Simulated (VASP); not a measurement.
Here is a VASP 6.6.1 calculation.

The input INCAR:

```
  PREC = Accurate
  ENCUT = 520
  EDIFF = 1E-7
  ISMEAR = 0
  SIGMA = 0.02
  LREAL = False
  LASPH = True
  NELM = 60
  ALGO = Fast
  ISIF = 2
  LWAVE = False
  LCHARG = False
  LNONCOLLINEAR = True
  MAGMOM = 0 0 0 0 0 0
  LORBIT = 11
  LSORBIT = True
  GGA_COMPAT = False
  GGA = CA
  KPAR = 2
```

KPOINTS

```
regular mesh
0
Gamma
  6 6 6
```

POSCAR

```
KI
1.0
    0.0000000000      3.5327750000      3.5327750000
    3.5327750000      0.0000000000      3.5327750000
    3.5327750000      3.5327750000      0.0000000000
I K
1 1
Direct
    0.5000000000      0.5000000000      0.5000000000
    0.0000000000      0.0000000000      0.0000000000
```

KPOINTS_OPT

```
path GXWKGLUWLK,UX
20
line-mode
reciprocal
 0.0000000000  0.0000000000  0.0000000000  G
 0.5000000000  0.0000000000  0.5000000000  X

 0.5000000000  0.0000000000  0.5000000000  X
 0.5000000000  0.2500000000  0.7500000000  W

 0.5000000000  0.2500000000  0.7500000000  W
 0.3750000000  0.3750000000  0.7500000000  K

 0.3750000000  0.3750000000  0.7500000000  K
 0.0000000000  0.0000000000  0.0000000000  G

 0.0000000000  0.0000000000  0.0000000000  G
 0.5000000000  0.5000000000  0.5000000000  L

 0.5000000000  0.5000000000  0.5000000000  L
 0.6250000000  0.2500000000  0.6250000000  U

 0.6250000000  0.2500000000  0.6250000000  U
 0.5000000000  0.2500000000  0.7500000000  W

 0.5000000000  0.2500000000  0.7500000000  W
 0.5000000000  0.5000000000  0.5000000000  L

 0.5000000000  0.5000000000  0.5000000000  L
 0.3750000000  0.3750000000  0.7500000000  K

 0.6250000000  0.2500000000  0.6250000000  U
 0.5000000000  0.0000000000  0.5000000000  X
```

Potentials or basis: VASP PAW LDA potentials, release 64 (I, K_sv).

Launch:

```sh
$ cat potpaw_LDA.64/I/POTCAR potpaw_LDA.64/K_sv/POTCAR > POTCAR
$ mpirun -np 2 vasp_ncl > vasp.out
```

(1) Estimate the pressure.

Answers

(1) -1.3 GPa.
